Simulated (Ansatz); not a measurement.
# CaO: band gap under strain

How does strain move the band edges of CaO (rocksalt), and do the functionals agree on it? States: -2.0 % biaxial strain in the (111) plane, free along [111]; -1.0 % biaxial strain in the (111) plane, free along [111]; +1.0 % biaxial strain in the (111) plane, free along [111].

The runs shown are made with Ansatz 0.2.0. PAW datasets, plane waves. Spin-unpolarised throughout; all numbers are computed.

## 1. The structure to begin with

The unstrained cell was relaxed with r2SCAN; in each strained cell the atoms were relaxed again with r2SCAN. Names of k-points are those of the unstrained zone, where strain can split equivalent points. First state: -2.0 % biaxial strain in the (111) plane, free along [111].

Space group R-3m (No. 166), trigonal; conventional cell a = 3.323 Å, c = 8.400 Å, 13.39 Å³ an atom. Around Ca lie 6 O at 2.37 Å; around O lie 6 Ca at 2.37 Å.

The structure in full:

```cif
data_structure
_symmetry_space_group_name_H-M 'P 1'
_symmetry_Int_Tables_number 1
_cell_length_a 3.3942
_cell_length_b 3.3942
_cell_length_c 3.3942
_cell_angle_alpha 58.614
_cell_angle_beta 58.614
_cell_angle_gamma 58.614
_cell_volume 26.77
loop_
_atom_site_label
_atom_site_type_symbol
_atom_site_fract_x
_atom_site_fract_y
_atom_site_fract_z
_atom_site_occupancy
Ca1 Ca 0.00000 0.00000 0.00000 1
O1 O 0.50000 0.50000 0.50000 1
```

From earlier runs on the unstrained cell: PBE 3.65 eV, r2SCAN 4.20 eV, HSE06 5.31 eV; a = 4.795 Å.

## 2. -2.0 % biaxial strain in the (111) plane, free along [111]: PBE

Contents of input.yaml:

```yaml
crystal:
  lattice:
    - [0.0501878095, 2.3997869208, 2.3997869208]
    - [2.3997869208, 0.0501878095, 2.3997869208]
    - [2.3997869208, 2.3997869208, 0.0501878095]
  atoms:
    - { symbol: Ca, position: [0.0, 0.0, 0.0] }
    - { symbol: O, position: [0.5, 0.5, 0.5] }
kpoints:
  mp_grid: { grid: [10, 10, 10] }
  band_path:
    path:
      - [0.0, 0.0, 0.0]
      - [0.5, 0.0, 0.5]
      - [0.625, 0.25, 0.625]
      - [0.375, 0.375, 0.75]
      - [0.5, 0.5, 0.5]
      - [0.5, 0.25, 0.75]
      - [0.0, 0.5, 0.5]
    npoints: 1
hamiltonian:
  xc: pbe
scf:
  occupations: { method: fermi_dirac, width: 0.02 }
  n_extra_bands: 4
output:
  forces: true
  stress: true
  eigenvalues: true
  write_density: true
  write_potential: true
  elf: true
  volumetric_format: npy
```

The run is started by

```
> ansatz run input.yaml --threads 2 --pin off --max-ram 18432MiB --backend cpu --events-out ev --progress --plain --runs-dir out
```

Further steps of the session: -2.0 % biaxial strain in the (111) plane, free along [111]: r2SCAN; -2.0 % biaxial strain in the (111) plane, free along [111]: HSE06; -2.0 % biaxial strain in the (111) plane, free along [111]: r2SCAN; -1.0 % biaxial strain in the (111) plane, free along [111]: PBE; -1.0 % biaxial strain in the (111) plane, free along [111]: r2SCAN; -1.0 % biaxial strain in the (111) plane, free along [111]: HSE06; -1.0 % biaxial strain in the (111) plane, free along [111]: r2SCAN; +1.0 % biaxial strain in the (111) plane, free along [111]: PBE; +1.0 % biaxial strain in the (111) plane, free along [111]: r2SCAN; +1.0 % biaxial strain in the (111) plane, free along [111]: HSE06; +1.0 % biaxial strain in the (111) plane, free along [111]: r2SCAN.

What does the calculation give?

**Answer**, as computed:

Least gap in eV (negative: overlap), with the change from the unstrained cell in brackets:

| state | volume change (%) | PBE | r2SCAN | HSE06 |
| --- | --- | --- | --- | --- |
| -2.0 % biaxial strain in the (111) plane, free along [111] | -2.9 | 3.60 (-0.05) | 4.14 (-0.06) | 5.26 (-0.05) |
| -1.0 % biaxial strain in the (111) plane, free along [111] | -1.4 | 3.63 (-0.02) | 4.17 (-0.03) | 5.29 (-0.02) |
| +1.0 % biaxial strain in the (111) plane, free along [111] | +1.4 | 3.62 (-0.03) | 4.16 (-0.04) | 5.28 (-0.03) |

In words: With HSE06, of the states in the table -2.0 % biaxial strain in the (111) plane, free along [111] shifts the gap most, by -0.050 eV. PBE and HSE06 differ by 1.66 eV on the unstrained gap, and by at most 0.00 eV on its change: the two disagree on the size of the gap but agree on its response to strain.
